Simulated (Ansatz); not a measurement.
# AlP: a single-point run

The task is a single-point run on AlP. The structure is shown as the input types it.

Computed with Ansatz 0.2.0 (density functional or hybrid calculation with the settings of its input, plane waves (as first typed), unless a step's input says otherwise).

1 further run of the same task is left out (it didn't finish).

## Step 1: Starting point

The structure is cubic, space group F-43m (No. 216). Conventional cell: a = 5.479 Å, b = 5.479 Å, c = 5.479 Å, α = 90.00°, β = 90.00°, γ = 90.00°. Around Al (site symmetry -43m) lie 4 P at 2.37 Å. P (site symmetry -43m) has 4 Al at 2.37 Å as nearest neighbours.

The input asks for a charge of +2 e on the cell.

As a file:

```cif
data_structure
_symmetry_space_group_name_H-M 'F-43m'
_symmetry_Int_Tables_number 216
_cell_length_a 5.4785
_cell_length_b 5.4785
_cell_length_c 5.4785
_cell_angle_alpha 90.000
_cell_angle_beta 90.000
_cell_angle_gamma 90.000
_cell_volume 164.43
loop_
_atom_site_label
_atom_site_type_symbol
_atom_site_symmetry_multiplicity
_atom_site_Wyckoff_symbol
_atom_site_fract_x
_atom_site_fract_y
_atom_site_fract_z
_atom_site_occupancy
Al1 Al 4 a 0.00000 0.00000 0.00000 1
P1 P 4 d 0.25000 0.25000 0.75000 1
```

## Step 2: The calculation

input.yaml reads:

```yaml
crystal:
  lattice:
    - [0.0, 2.7392572077, 2.7392572077]
    - [2.7392572077, 0.0, 2.7392572077]
    - [2.7392572077, 2.7392572077, 0.0]
  atoms:
    - { symbol: Al, position: [0.0, 0.0, 0.0] }
    - { symbol: P, position: [0.25, 0.25, 0.25] }
kpoints:
  mp_grid: { grid: [6, 6, 6] }
hamiltonian:
  xc: r2scan
scf:
  occupations: { method: fixed }
  n_extra_bands: 4
  max_iter: 70
output:
  forces: true
  stress: true
  eigenvalues: true
total_charge: 2
```

Run with:

```console
> ansatz run input.yaml --threads 4 --pin off --max-ram 3686MiB --backend cpu --events-out ev --progress --plain --runs-dir out
```

Q: Will this input give a usable result? If not, why, and what should change?

The run converged and reported no error, with warnings (band overlap at count, metallic iterate, unresolved pair at count). It gives a pressure of 27 GPa, which is large; a structure far from rest gives such values too, whatever the setting.

Look at the input: total_charge is 2. With this charge the calculation describes a differently charged system.

Run again and compare: delete total_charge (the default then holds).
